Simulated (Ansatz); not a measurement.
# Al3As: balancing the decomposition

Method: Ansatz, DFT PBE, scalar-relativistic, plane waves, PAW. All cells share a 420 eV cutoff and Γ-centred k meshes spaced at most about 0.3 Å⁻¹ (about 0.25 or finer for metals, 2π included). No spin polarisation.

The zero of energy is the elements' standard structures at the same level; no fitted shifts are applied.

All energies are static (0 K, no zero-point motion). The reference form of As is held partly by dispersion forces, which this level lacks.

A trial structure of Al3As (reached from: Co3Si type (P6_3/mmc); relaxed: space group P6_3/mmc (No. 194), a = 5.733 Å, c = 4.946 Å) has a formation energy of 0.113 eV/atom. At its composition the lowest mixture among the elements and 1 reference phase computed alike (others may be missing) consists of these:

```tsv
phase	source	ΔE_f (eV/atom)
Al (solid)	element	0.000
AlAs (F-43m)	COD	-0.487
```

**Question.** Write the balanced decomposition and find its energy per atom, per formula unit and per mole of formula units.

**Answer.** Balancing Al and As gives Al3As → 2 Al + AlAs. The left side holds 4 atoms, and the products take 2/4 (Al) and 2/4 (AlAs) of them. The mixture therefore lies at 2/4 × (0.000) + 2/4 × (-0.487) = -0.244 eV/atom. The reaction energy is -0.244 − (0.113) = -0.357 eV/atom. Times 4 atoms that is -1.428 eV per Al3As, and times 96.485 it is -138 kJ per mole of Al3As. Decomposition is downhill, so the trial structure is unstable against this mixture.
